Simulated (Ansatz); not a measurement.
## All-electron equations of state of elemental crystals

All-electron LAPW (Ansatz 0.2.0), scalar-relativistic, no spin, Fermi–Dirac smearing 0.136 eV, k-meshes of 8 to 18 points an axis; Birch–Murnaghan fits to pressures. Some or most of these lattices are hypothetical for the element, and V0 is the minimum nearest the starting volume; lattices without a usable fit are left out; mesh and smearing are coarse, and magnetic elements are treated as non-magnetic.

```tsv
element	lattice	functional	V0 (Å³/atom)	B0 (GPa)	B′	k-points per axis
Tl	bcc	LDA	27.32	42	5.5	12
Tl	bcc	PBE	31.52	26	5.4	12
Tl	bcc	PBEsol	28.65	36	5.5	12
Tl	diamond	LDA	38.58	23	5.0	8
Tl	diamond	PBE	45.46	13.5	5.3	8
Tl	diamond	PBEsol	40.91	19.0	5.3	8
Tl	fcc	LDA	27.16	43	5.5	12
Tl	fcc	PBE	31.33	26	5.5	11
Tl	sc	LDA	29.61	36	5.3	11
Tl	sc	PBEsol	31.02	30	5.0	10
```

Question: Give V0 and B0 for fcc Tl in PBEsol.

Answer: 28.47 Å³/atom and 36.3 GPa.

Question: Give V0 and B0 for sc Tl in PBE.

Answer: 34.39 Å³/atom and 21.3 GPa.
